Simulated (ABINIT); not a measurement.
The system is Sb.

```
Sb
1.0
     2.15420    1.24373    3.75800
    -2.15420    1.24373    3.75800
     0.00000   -2.48746    3.75800
Sb
2
Direct
  0.76651 0.76651 0.76651
  0.23349 0.23349 0.23349
```

Base run:

- Program: ABINIT 10.8.3 (patched build)
- Functional: PBEsol
- Potentials or basis: JTH PAW PBE v2.0
- Cutoff: 408 eV
- k mesh: 10 × 10 × 10
- Occupations: fermi-dirac, width 0.05 eV
- Spin: no spin polarisation

Its results: band gap on the k mesh none (metal or under the smearing width); largest force 0.144 eV/Å.

After a change of settings the same cell gave: band gap on the k mesh 1.30 eV, indirect (least direct gap 1.35 eV); largest force 0.167 eV/Å. Which change was it?
A. functional from PBEsol to PW91; k mesh from 10 × 10 × 10 to 8 × 8 × 8
B. functional from PBEsol to BLYP; k mesh from 10 × 10 × 10 to 8 × 8 × 8
C. functional from PBEsol to HCTH407; k mesh from 10 × 10 × 10 to 8 × 8 × 8
D. k mesh from 10 × 10 × 10 to 3 × 3 × 3

D.

Caveats: some runs use coarse meshes; the PAW data sets were made with another functional, which shifts forces and pressure a little; spin-orbit coupling is left out, which moves the levels of the heavy elements (some runs); an odd mesh through Γ misses points on the zone boundary, where band edges often lie (some runs).
